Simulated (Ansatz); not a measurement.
# Mo: the cost of one run

Computed with Ansatz 0.2.0 (DFT PBE, scalar-relativistic, plane waves, PAW, unless a step's input says otherwise).

**1. Starting point**

The structure is trigonal, space group R-3m (No. 166). The conventional cell has a = 2.660 Å, b = 2.660 Å, c = 36.166 Å, α = 90.00°, β = 90.00°, γ = 120.00°. Mo (site symmetry 3m) is surrounded by 3 Mo at 1.54 Å.

Coordinates:

```
CELL_PARAMETERS angstrom
1.32988 0.76781 12.05540
-1.32988 0.76781 12.05540
0.00000 -1.53561 12.05540
ATOMIC_POSITIONS crystal
Mo 0.05000 0.05000 0.05000
Mo 0.95000 0.95000 0.95000
Mo 0.28300 0.28300 0.28300
Mo 0.71700 0.71700 0.71700
```

(A quick probe on a coarse mesh, which set the mesh and smearing, is not shown.)

**3. Rough relaxation on the coarse mesh**

input.yaml

```yaml
crystal:
  lattice:
    - [1.3298772742, 0.7678050022, 12.0553968418]
    - [-1.3298772742, 0.7678050022, 12.0553968418]
    - [0.0, -1.5356100046, 12.0553968418]
  atoms:
    - { symbol: Mo, position: [0.05, 0.05, 0.05] }
    - { symbol: Mo, position: [0.95, 0.95, 0.95] }
    - { symbol: Mo, position: [0.283, 0.283, 0.283] }
    - { symbol: Mo, position: [0.717, 0.717, 0.717] }
basis:
  ecutwfc: 420
kpoints:
  mp_grid: { grid: [9, 9, 9] }
hamiltonian:
  xc: pbe
scf:
  occupations: { method: gaussian, width: 0.1 }
  lower_state_search: "off"
output:
  forces: true
  stress: true
  eigenvalues: true
relax:
  adjacent_minimum: "off"
  f_tol: 0.04
  max_steps: 70
  cell: { stress_tol: 0.4 }
```

What time and memory should one allow on 1 thread of an x86-64 CPU, shared host?

About 5.1 min, with a peak of 0.51 GiB.
